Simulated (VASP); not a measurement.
# MnF2 (P4_2/mnm) in VASP: further runs

One crystal, MnF2, is run at these levels: PBE; tasks: relaxation of cell and atoms.

Everything below comes from runs of VASP 6.6.1. Logs are shortened: lines on timing, memory, paths and dates and some standing lists are left out, and cuts for length are marked.

### 1 Starting point

Symmetry: P4_2/mnm, No. 136, tetragonal system. The conventional cell has a = 4.874 Å, b = 4.874 Å, c = 3.311 Å, α = 90.00°, β = 90.00°, γ = 90.00°. Mn (site symmetry mmm) is surrounded by 6 F at 2.10 to 2.13 Å. F (site symmetry m2m) has 3 Mn at 2.10 to 2.13 Å as nearest neighbours.

### 2 Relaxation of cell and atoms, PBE, collinear spin, ferromagnetic start

File INCAR:

```
SYSTEM = MnF2
PREC = Accurate
ENCUT = 600
EDIFF = 1E-6
ISMEAR = 0
SIGMA = 0.03
LREAL = .False.
LASPH = .True.
NELM = 150
ALGO = Normal
ISIF = 3
LWAVE = .False.
LCHARG = .False.
ISPIN = 2
MAGMOM = 5 5 0 0 0 0
LORBIT = 11
LMAXMIX = 4
GGA = PE
IBRION = 2
NSW = 90
EDIFFG = -0.01
AMIX = 0.2
BMIX = 1E-4
AMIX_MAG = 0.8
BMIX_MAG = 1E-4
KPAR = 2
```

File KPOINTS:

```
regular mesh
0
Gamma
  6 6 8
  0 0 0
```

File POSCAR:

```
MnF2
1.0
    4.8738000000      0.0000000000      0.0000000000
    0.0000000000      4.8738000000      0.0000000000
    0.0000000000      0.0000000000      3.3107000000
Mn F
2 4
Direct
    0.0000000000      0.0000000000      0.0000000000
    0.5000000000      0.5000000000      0.5000000000
    0.3053000000      0.3053000000      0.0000000000
    0.1947000000      0.8053000000      0.5000000000
    0.6947000000      0.6947000000      0.0000000000
    0.8053000000      0.1947000000      0.5000000000
```

Potentials or basis: VASP PAW PBE potentials, release 64 (Mn_pv, F).

Run with:

```
> cat potpaw_PBE.64/Mn_pv/POTCAR potpaw_PBE.64/F/POTCAR > POTCAR
> mpirun -np 2 vasp_std > vasp.out
```

OUTCAR:

```text
SYSTEM = MnF2
   PREC = Accurate
   ENCUT = 600
   EDIFF = 1E-6
   ISMEAR = 0
   LREAL = .False.
   LASPH = .True.
   NELM = 150
   ISIF = 3
   ISPIN = 2
   LORBIT = 11
   GGA = PE
   IBRION = 2
   NSW = 90
   EDIFFG = -0.01
   AMIX = 0.2
   AMIX_MAG = 0.8

 ion  position               nearest neighbor table
   1  0.000  0.000  0.000-   3 2.10   5 2.10   4 2.13   6 2.13   4 2.13   6 2.13
   2  0.500  0.500  0.500-   4 2.10   6 2.10   5 2.13   3 2.13   3 2.13   5 2.13
   3  0.305  0.305  0.000-   1 2.10   2 2.13   2 2.13
   4  0.195  0.805  0.500-   2 2.10   1 2.13   1 2.13
   5  0.695  0.695  0.000-   1 2.10   2 2.13   2 2.13
   6  0.805  0.195  0.500-   2 2.10   1 2.13   1 2.13

  LATTYP: Found a simple tetragonal cell.
 ALAT       =     4.8738000000
 C/A-ratio  =     0.6792851574

  Lattice vectors:

 A1 = (   4.8738000000,   0.0000000000,   0.0000000000)
 A2 = (   0.0000000000,   4.8738000000,   0.0000000000)
 A3 = (   0.0000000000,   0.0000000000,   3.3107000000)

Analysis of symmetry for initial positions (statically):
=====================================================================
 Subroutine PRICEL returns:
 Original cell was already a primitive cell.

 Routine SETGRP: Setting up the symmetry group for a
 simple tetragonal supercell.

 Subroutine GETGRP returns: Found 16 space group operations
 (whereof  8 operations were pure point group operations)
 out of a pool of 16 trial point group operations.

The static configuration has the point symmetry D_2h.
 The point group associated with its full space group is D_4h.

Analysis of symmetry for dynamics (positions and initial velocities):
=====================================================================
 Subroutine PRICEL returns:
 Original cell was already a primitive cell.

 Routine SETGRP: Setting up the symmetry group for a
 simple tetragonal supercell.

 Subroutine GETGRP returns: Found 16 space group operations
 (whereof  8 operations were pure point group operations)
 out of a pool of 16 trial point group operations.

The dynamic configuration has the point symmetry D_2h.
 The point group associated with its full space group is D_4h.

Analysis of structural, dynamic, and magnetic symmetry:
=====================================================================
 Subroutine PRICEL returns:
 Original cell was already a primitive cell.

 Routine SETGRP: Setting up the symmetry group for a
 simple tetragonal supercell.

 Subroutine GETGRP returns: Found 16 space group operations
 (whereof  8 operations were pure point group operations)
 out of a pool of 16 trial point group operations.

The overall configuration has the point symmetry D_2h.
 The point group associated with its full space group is D_4h.

 Subroutine INISYM returns: Found 16 space group operations
 (whereof  8 operations are pure point group operations),
 and found     1 'primitive' translations

----------------------------------------------------------------------------------------

                                     Primitive cell

  volume of cell :      78.6421

  direct lattice vectors                    reciprocal lattice vectors
     4.873800000  0.000000000  0.000000000     0.205178711  0.000000000  0.000000000
     0.000000000  4.873800000  0.000000000     0.000000000  0.205178711  0.000000000
     0.000000000  0.000000000  3.310700000     0.000000000  0.000000000  0.302050926

  length of vectors
     4.873800000  4.873800000  3.310700000     0.205178711  0.205178711  0.302050926

  position of ions in fractional coordinates (direct lattice)
     0.000000000  0.000000000  0.000000000
     0.500000000  0.500000000  0.500000000
     0.305300000  0.305300000  0.000000000
     0.194700000  0.805300000  0.500000000
     0.694700000  0.694700000  0.000000000
     0.805300000  0.194700000  0.500000000

  ion indices of the primitive-cell ions
   primitive index   ion index
                 1           1
                 2           2
                 3           3
                 4           4
                 5           5
                 6           6

----------------------------------------------------------------------------------------

 KPOINTS: regular mesh

Automatic generation of k-mesh.
 Grid dimensions read from file:
 generate k-points for:    6    6    8

 Generating k-lattice:

  Cartesian coordinates                     Fractional coordinates (reciprocal lattice)
     0.034196452  0.000000000  0.000000000     0.166666667  0.000000000  0.000000000
     0.000000000  0.034196452  0.000000000     0.000000000  0.166666667  0.000000000
     0.000000000  0.000000000  0.037756366     0.000000000  0.000000000  0.125000000

  Length of vectors
     0.034196452  0.034196452  0.037756366

  Shift w.r.t. Gamma in fractional coordinates (k-lattice)
     0.000000000  0.000000000  0.000000000

 Subroutine IBZKPT returns following result:
 ===========================================

 Found     50 irreducible k-points:

 Following reciprocal coordinates:
            Coordinates               Weight
  0.000000  0.000000  0.000000      1.000000
  0.166667  0.000000  0.000000      4.000000
  0.333333  0.000000  0.000000      4.000000
  0.500000  0.000000  0.000000      2.000000
  0.166667  0.166667  0.000000      4.000000
  0.333333  0.166667  0.000000      8.000000
[... 16 lines left out ...]
  0.333333  0.000000  0.250000      8.000000
  0.500000  0.000000  0.250000      4.000000
 [... further k-points ...]
   k-points           NKPTS =     50   k-points in BZ     NKDIM =     50   number of bands    NBANDS=     37
   number of dos      NEDOS =    301   number of ions     NIONS =      6
   total plane-waves  NPLWV =  44800
   dimension x,y,z NGX =    40 NGY =   40 NGZ =   28
   dimension x,y,z NGXF=    80 NGYF=   80 NGZF=   56
   ions per type =               2   4
   NGX,Y,Z   is equivalent  to a cutoff of  13.64, 13.64, 14.06 a.u.
   NGXF,Y,Z  is equivalent  to a cutoff of  27.29, 27.29, 28.12 a.u.
 SYSTEM =  MnF2
   PREC   = accura    normal or accurate (medium, high low for compatibility)
   ISTART =      0    job   : 0-new  1-cont  2-samecut
   ICHARG =      2    charge: 1-file 2-atom 10-const
   ISPIN  =      2    spin polarized calculation?
   LNONCOLLINEAR =      F non collinear calculations
   LSORBIT =      F    spin-orbit coupling
   LASPH  =      T    aspherical Exc in radial PAW
   ENCUT  =  600.0 eV  44.10 Ry    6.64 a.u.   9.73  9.73  6.61*2*pi/ulx,y,z
   NELM   =    150;   NELMIN=  2; NELMDL= -5     # of ELM steps
   EDIFF  = 0.1E-05   stopping-criterion for ELM
   LREAL  =      F    real-space projection
   EDIFFG = -.1E-01   stopping-criterion for IOM
   NSW    =     90    number of steps for IOM
   IBRION =      2    ionic relax: 0-MD 1-quasi-New 2-CG
   NFREE  =      1    steps in history (QN), initial steepest desc. (CG)
   ISIF   =      3    stress and relaxation
   ISYM   =      2    0-nonsym 1-usesym 2-fastsym
   POTIM  = 0.5000    time-step for ionic-motion
   TEBEG  =    0.0;   TEEND  =   0.0 temperature during run
   PSTRESS=    0.0 pullay stress
   NELECT =      54.0000    total number of electrons
   NUPDOWN=      -1.0000    fix difference up-down
   EMIN   =  10.00;   EMAX   =-10.00  energy-range for DOS
   EFERMI =   0.00;   METHOD = LEGACY
   ISMEAR =     0;   SIGMA  =   0.03  broadening in eV -4-tet -1-fermi 0-gaus
   EFERMI_NEDOS =   21; number of points for ismear=-14 and -15
   IALGO  =     38    algorithm
   IMIX   =      4    mixing-type and parameters
     AMIX     =   0.20;   BMIX     =  0.00
     AMIX_MAG =   0.80;   BMIX_MAG =  0.00
  volume/ion in A,a.u.               =      13.11        88.45
  Fermi-wavevector in a.u.,A,eV,Ry     =   1.444290  2.729312 28.381385  2.085973
  Thomas-Fermi vector in A             =   2.562601
   LORBIT       =     11    0 simple, 1 ext, 2 COOP (PROOUT), +10 PAW based schemes
   GGA     = PE    functional components
   LHFCALC =     F    Hartree Fock is set to
   AEXX    =    0.0000 exact exchange contribution
   IVDW    =     0    specifies the selected vdW correction
   LEPSILON=     F    determine dielectric tensor
   LRPA    =     F    only Hartree local field effects (RPA)
 conjugate gradient relaxation of ions
 spin polarized calculation
 Gauss-broadening in eV      SIGMA  =   0.03
  energy-cutoff  :      600.00
  volume of cell :       78.64
 maximum number of plane-waves:      2644
 NGX is ok and might be reduce to    40
   NGX = 19   NGY = 19   NGZ = 13

--------------------------------------- Ionic step        1  -------------------------------------------

 number of electron      54.0000000 magnetization      10.0000000

 number of electron      54.0000034 magnetization       9.9999996

 Free energy of the ion-electron system (eV)
  ---------------------------------------------------
  ext. energy  EPLUGINS =         0.00000000
  ---------------------------------------------------
  free energy    TOTEN  =       -39.30663617 eV

  energy without entropy =      -39.30663617  energy(sigma->0) =      -39.30663617

------------------------ aborting loop because EDIFF is reached ----------------------------------------

  FORCE on cell =-STRESS in cart. coord.  units (eV):
  Direction    XX          YY          ZZ          XY          YZ          ZX
  --------------------------------------------------------------------------------------
  -------------------------------------------------------------------------------------
  Total        1.7003132      1.7003132      1.9258254     -0.0000000      0.0000000      0.0000000
  in kB       34.6405095     34.6405095     39.2348734     -0.0000000      0.0000000      0.0000000
  external PRESSURE =      36.1719641 kB  Pullay stress =       0.0000000 kB
[... 305 lines left out ...]
  energy  without entropy=      -39.3399300666  energy(sigma->0) =      -39.33993007

--------------------------------------- Ionic step        9  -------------------------------------------

 number of electron      54.0000055 magnetization      10.0000007

 Free energy of the ion-electron system (eV)
  ---------------------------------------------------
  ext. energy  EPLUGINS =         0.00000000
  ---------------------------------------------------
  free energy    TOTEN  =       -39.33996806 eV

  energy without entropy =      -39.33996806  energy(sigma->0) =      -39.33996806

 E-fermi :   2.9956     XC(G=0):  -9.5552

 val. band max:        2.8564945977   @ k =   0.0000   0.0000   0.0000
 cond. band min:       4.0632898690   @ k =   0.0000   0.0000   0.0000
 fundamental gap:      1.2067952713
 Fermi energy:         2.9956282075

 spin component 1

 k-point     1 :       0.0000    0.0000    0.0000
  band No.  band energies     occupation
      1     -47.2124      1.00000
      2     -47.2124      1.00000
      3     -47.1594      1.00000
      4     -47.1594      1.00000
      5     -47.1523      1.00000
      6     -47.1508      1.00000
[... 949 lines left out ...]
     36      11.4516      0.00000
     37      12.7501      0.00000

 [... further k-points ...]

 spin component 2

 k-point     1 :       0.0000    0.0000    0.0000
  band No.  band energies     occupation
      1     -42.2426      1.00000
      2     -42.2426      1.00000
      3     -42.1800      1.00000
      4     -42.1800      1.00000
      5     -42.1683      1.00000
      6     -42.1661      1.00000
[... 949 lines left out ...]
     36      12.6376      0.00000
     37      13.7533      0.00000

 [... further k-points ...]

------------------------ aborting loop because EDIFF is reached ----------------------------------------

  FORCE on cell =-STRESS in cart. coord.  units (eV):
  Direction    XX          YY          ZZ          XY          YZ          ZX
  --------------------------------------------------------------------------------------
  -------------------------------------------------------------------------------------
  Total       -0.0040594     -0.0040594      0.0001433      0.0000000      0.0000000      0.0000000
  in kB       -0.0795606     -0.0795606      0.0028094      0.0000000      0.0000000      0.0000000
  external PRESSURE =      -0.0521039 kB  Pullay stress =       0.0000000 kB
[... 21 lines left out ...]
  FREE ENERGIE OF THE ION-ELECTRON SYSTEM (eV)
  ---------------------------------------------------
  free  energy   TOTEN  =       -39.3399680611 eV

  energy  without entropy=      -39.3399680611  energy(sigma->0) =      -39.33996806

 reached required accuracy - stopping structural energy minimisation

 total charge

# of ion       s       p       d       tot
------------------------------------------
    1        0.157   6.134   4.933  11.224
    2        0.157   6.134   4.933  11.224
    3        1.730   4.361   0.000   6.091
    4        1.730   4.361   0.000   6.091
    5        1.730   4.361   0.000   6.091
    6        1.730   4.361   0.000   6.091
--------------------------------------------------
tot          7.235  29.711   9.866  46.812

 magnetization (x)

# of ion       s       p       d       tot
------------------------------------------
    1        0.024   0.020   4.551   4.596
    2        0.024   0.020   4.551   4.596
    3        0.008   0.078   0.000   0.086
    4        0.008   0.078   0.000   0.086
    5        0.008   0.078   0.000   0.086
    6        0.008   0.078   0.000   0.086
--------------------------------------------------
tot          0.081   0.351   9.103   9.535
```

Wall time 16 min (2 MPI ranks of AMD EPYC 7R13 (Zen 3), shared host); peak memory 0.38 GiB.

Results:

```yaml
Free_energy: -39.3400 eV
Relaxed_volume: 13.62 Å³/atom
Relaxed_cell: a = 4.948 Å, b = 4.948 Å, c = 3.339 Å, α = 90.00°, β = 90.00°, γ = 90.00°
Space_group_after_relaxing_to_0.05_Å: P4_2/mnm (No. 136)
Energy_gained_by_relaxing: 5.6 meV/atom
Ionic_steps: 9
Pressure_after_relaxing: 0.0 GPa
Largest_force_after_relaxing: 0.006 eV/Å
Band_gap_on_the_k_mesh: 1.21 eV, direct
Net_moment: 10.00 μB per cell
Site_moments: Mn +4.60; F +0.09 μB
Valence_electrons_inside_the_program's_atomic_spheres: Mn 11.22; F 6.09
```

Forces in eV/Å, atoms in the order of the input:
```
Mn   0.000  0.000  0.000
Mn   0.000  0.000  0.000
F   -0.004 -0.004  0.000
F    0.004 -0.004  0.000
F    0.004  0.004  0.000
F   -0.004  0.004  0.000
```

The path:
| step | energy change (eV) | largest force (eV/Å) | pressure (GPa) | volume (Å³) |
| --- | --- | --- | --- | --- |
| 1 | 0.0000 | 0.0436 | 3.62 | 78.64 |
| 2 | -0.0319 | 0.0173 | -0.47 | 82.06 |
| 3 | -0.0326 | 0.0103 | 0.01 | 81.60 |
| 4 | -0.0326 | 0.0094 | 0.09 | 81.54 |
| 5 | -0.0329 | 0.0051 | 0.10 | 81.58 |
| 6 | -0.0332 | 0.0008 | 0.09 | 81.61 |
| 7 | -0.0333 | 0.0076 | 0.10 | 81.68 |
| 8 | -0.0333 | 0.0028 | -0.13 | 81.85 |
| 9 | -0.0333 | 0.0059 | -0.01 | 81.75 |

Final structure:
```yaml
crystal:
  lattice:
    - [4.94785, 0.00000, 0.00000]
    - [0.00000, 4.94785, 0.00000]
    - [0.00000, 0.00000, 3.33916]
  atoms:
    - { symbol: Mn, position: [0.00000, 0.00000, 0.00000] }
    - { symbol: Mn, position: [0.50000, 0.50000, 0.50000] }
    - { symbol: F, position: [0.30528, 0.30528, 0.00000] }
    - { symbol: F, position: [0.19472, 0.80528, 0.50000] }
    - { symbol: F, position: [0.69472, 0.69472, 0.00000] }
    - { symbol: F, position: [0.80528, 0.19472, 0.50000] }
```

Levels at points of the mesh, in eV from the valence-band top:
Spin up:
```tsv
k point	band 28	band 29	band 30	band 31	band 32	band 33	band 34	band 35	band 36	band 37
(0.00, 0.00, 0.00)	-1.70	-1.48	-0.51	-0.51	0.00	1.21	6.58	6.58	7.60	9.59
(0.50, 0.00, 0.00)	-1.84	-0.78	-0.78	-0.62	-0.62	3.50	3.50	7.83	7.83	9.69
(0.50, 0.50, 0.00)	-1.79	-1.08	-1.08	-0.51	-0.51	4.88	4.88	5.65	5.65	11.81
(0.00, 0.00, 0.50)	-1.76	-1.16	-1.16	-0.96	-0.96	5.73	5.73	9.48	9.48	9.63
(0.50, 0.00, 0.50)	-1.71	-1.58	-1.58	-0.29	-0.29	6.81	6.81	6.91	6.91	10.84
(0.50, 0.50, 0.50)	-1.86	-1.18	-1.18	-0.79	-0.79	6.65	6.65	8.03	8.03	8.78
```
Spin down:
| k point | band 18 | band 19 | band 20 | band 21 | band 22 | band 23 | band 24 | band 25 | band 26 | band 27 |
| --- | --- | --- | --- | --- | --- | --- | --- | --- | --- | --- |
| (0.00, 0.00, 0.00) | -5.56 | -4.74 | -4.36 | -4.36 | -4.07 | 1.88 | 1.91 | 2.28 | 2.36 | 2.36 |
| (0.50, 0.00, 0.00) | -5.31 | -5.11 | -5.11 | -4.38 | -4.38 | 2.07 | 2.07 | 2.47 | 2.47 | 2.49 |
| (0.50, 0.50, 0.00) | -5.14 | -4.79 | -4.79 | -4.69 | -4.69 | 1.95 | 1.95 | 2.38 | 2.38 | 2.50 |
| (0.00, 0.00, 0.50) | -5.38 | -4.92 | -4.92 | -4.73 | -4.73 | 2.29 | 2.29 | 2.37 | 2.37 | 2.44 |
| (0.50, 0.00, 0.50) | -5.59 | -4.79 | -4.79 | -4.55 | -4.55 | 2.04 | 2.04 | 2.42 | 2.42 | 2.60 |
| (0.50, 0.50, 0.50) | -5.36 | -4.53 | -4.53 | -4.46 | -4.46 | 2.26 | 2.26 | 2.35 | 2.35 | 2.51 |

Caveat: only a ferromagnetic start was run, and an antiferromagnetic order may lie lower in energy.

(Continued in part 2 of 2.)
